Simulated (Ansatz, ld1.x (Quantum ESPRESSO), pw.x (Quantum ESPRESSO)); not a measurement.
**osmium (Os) (fcc): variants of one TM potential in the solid**

```
Element                 : Os
Generator               : ld1.x (Quantum ESPRESSO) 7.5
Type                    : norm-conserving Troullier–Martins (Kleinman–Bylander form)
Functional              : PBE
Relativity              : scalar-relativistic
Frozen core             : [Xe] 4f14
Valence charge          : 8
Reference configuration : 5d6 6s2 6p0
Partial waves           : 6p (bound, empty): rc 3.55 bohr; 5d (bound): rc 2.00 bohr; 6s (bound): rc 2.50 bohr
Local potential         : the s channel
Core correction         : none
```

Crystal test: fcc Os in pw.x 7.5, no spin, 15³ k-points, Fermi–Dirac smearing 0.01 Ry, cutoffs set for each file from its atomic test. The reference is all-electron LAPW (Ansatz 0.2.0) with the same functional, mesh and smearing; V0 and B0 come from Birch–Murnaghan fits to the pressures at five volumes. Errors are pseudo minus all-electron; Δ is the rms difference of the E(V) curves that follow from these fits, minima aligned, over ±6 % about the mean V0. Mesh and smearing are coarse, so the numbers serve the comparison and aren't converged zero-temperature values; the lattice is a test structure that the element need not adopt.

All-electron: a0 = 3.856 Å (V0 = 14.34 Å³/atom), B0 = 387.2 GPa.

Base: The largest radius (3.55 bohr) exceeds half the bond length (2.58 bohr), so the spheres overlap, which is one possible source of error among others. This is a poor potential for the solid.

A dash in a converged row means that the minimum lies outside the volumes sampled.

| change | cutoffs (Ry) | pw.x | a0 (Å) | a0 error (%) | B0 error (%) | Δ (meV/atom) | mean pressure error (GPa) |
| --- | --- | --- | --- | --- | --- | --- | --- |
| base | 50/200 | converged | 3.911 | +1.43 | -3.4 | 52.0 | +17.87 |
| wave 6p (bound): rc 3.55 bohr becomes 6p (bound): rc 4.50 bohr | 50/200 | converged | – | – | – | – | +29.34 |
| wave 6s (bound): rc 2.50 bohr becomes 6s (bound): rc 3.12 bohr | 50/200 | converged | 3.857 | +0.02 | +1.1 | 0.7 | +0.21 |
| reference 5d5 6s0 6p0 | 50/200 | converged | 3.818 | -1.00 | +15.5 | 38.2 | -12.41 |
| all radii scaled by about 1.14 (s 2.86, p 4.06, d 2.28 bohr) | 50/200 | converged | 3.910 | +1.38 | -2.6 | 50.7 | +17.43 |
| core correction a·sin(br)/r model core inside 2.18 bohr | 50/200 | converged | 3.906 | +1.29 | -2.3 | 47.4 | +16.27 |
